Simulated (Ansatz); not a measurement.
A run of Ansatz 0.2.0 is set up as follows.

Contents of input.yaml:

```yaml
crystal:
  lattice:
    - [3.724, 0.0, 0.0]
    - [-1.862, 3.2250786037, 0.0]
    - [0.0, 0.0, 5.062]
  atoms:
    - { symbol: Pt, position: [0.0, 0.0, 0.0] }
    - { symbol: Se, position: [0.6666666667, 0.3333333333, 0.75] }
    - { symbol: Se, position: [0.3333333333, 0.6666666667, 0.25] }
hamiltonian:
  xc: { exchange: pbe, correlation: pbe, exx: { coeff: 0.25, omega: 0.3 } }
  pseudopotentials: { kind: paw }
kpoints:
  mp_grid: { grid: [4, 4, 3] }
  band_path:
    path:
      - [[0.0, 0.0, 0.0], [0.5, 0.0, 0.0], [0.3333333333, 0.3333333333, 0.0], [0.0, 0.0, 0.0], [0.0, 0.0, 0.5], [0.5, 0.0, 0.5], [0.3333333333, 0.3333333333, 0.5], [0.0, 0.0, 0.5]]
      - [[0.5, 0.0, 0.5], [0.5, 0.0, 0.0]]
      - [[0.3333333333, 0.3333333333, 0.0], [0.3333333333, 0.3333333333, 0.5]]
    npoints: 4
scf:
  occupations: { method: fermi_dirac, width: 0.05 }
  n_extra_bands: 7
output:
  forces: true
  stress: true
  eigenvalues: true
  fatbands: false
  write_density: true
  write_potential: true
  elf: true
  volumetric_format: npy
```

Potentials or basis: Ansatz PAW.

Run with:

```console
$ ansatz run input.yaml --threads 2 --pin off --max-ram 5632MiB --backend cpu --events-out ev --progress --plain --runs-dir out
```

Task: What does it give for the band gap on the k mesh?

Result: None (metal or under the smearing width).

Task: What does it give for the largest force?

Result: 0.110 eV/Å.

Task: What does it give for the pressure?

Result: 2.9 GPa.

Levels at the corners of the path, in eV from the Fermi level:
| point | band 21 | band 22 | band 23 | band 24 | band 25 | band 26 | band 27 | band 28 | band 29 | band 30 |
| --- | --- | --- | --- | --- | --- | --- | --- | --- | --- | --- |
| Γ | -5.10 | -3.47 | -1.46 | -1.46 | 0.25 | 1.51 | 1.51 | 3.77 | 4.68 | 7.68 |
| M | -4.64 | -4.48 | -4.33 | -4.16 | -3.66 | 0.73 | 2.55 | 5.12 | 6.15 | 7.44 |
| K | -5.70 | -4.92 | -3.23 | -2.54 | -2.54 | 0.06 | 0.06 | 4.41 | 8.03 | 9.20 |
| Γ | -5.10 | -3.47 | -1.46 | -1.46 | 0.25 | 1.51 | 1.51 | 3.77 | 4.68 | 7.68 |
| A | -5.14 | -3.42 | -2.28 | -1.91 | -1.91 | 2.46 | 2.46 | 5.05 | 6.86 | 7.09 |
| L | -4.64 | -4.53 | -4.17 | -3.42 | -1.79 | 1.04 | 1.71 | 4.98 | 5.05 | 7.52 |
| H | -5.28 | -4.84 | -4.83 | -3.41 | -3.41 | 2.20 | 2.20 | 7.19 | 7.70 | 7.70 |
| A | -5.14 | -3.42 | -2.28 | -1.91 | -1.91 | 2.46 | 2.46 | 5.05 | 6.86 | 7.09 |
| L | -4.64 | -4.53 | -4.17 | -3.42 | -1.79 | 1.04 | 1.71 | 4.98 | 5.05 | 7.52 |
| M | -4.64 | -4.48 | -4.33 | -4.16 | -3.66 | 0.73 | 2.55 | 5.12 | 6.15 | 7.44 |
| K | -5.70 | -4.92 | -3.23 | -2.54 | -2.54 | 0.06 | 0.06 | 4.41 | 8.03 | 9.20 |
| H | -5.28 | -4.84 | -4.83 | -3.41 | -3.41 | 2.20 | 2.20 | 7.19 | 7.70 | 7.70 |

Caveat: the k mesh is coarse (spacing up to 0.49 Å⁻¹), so the values aren't converged, least of all with exact exchange; spin-orbit coupling is left out, which moves the levels of the heavy elements; the PAW data sets come from PBE, with cores solved anew for the run's functional, which leaves a small shift of forces and pressure; the thresholds are loose for stress.
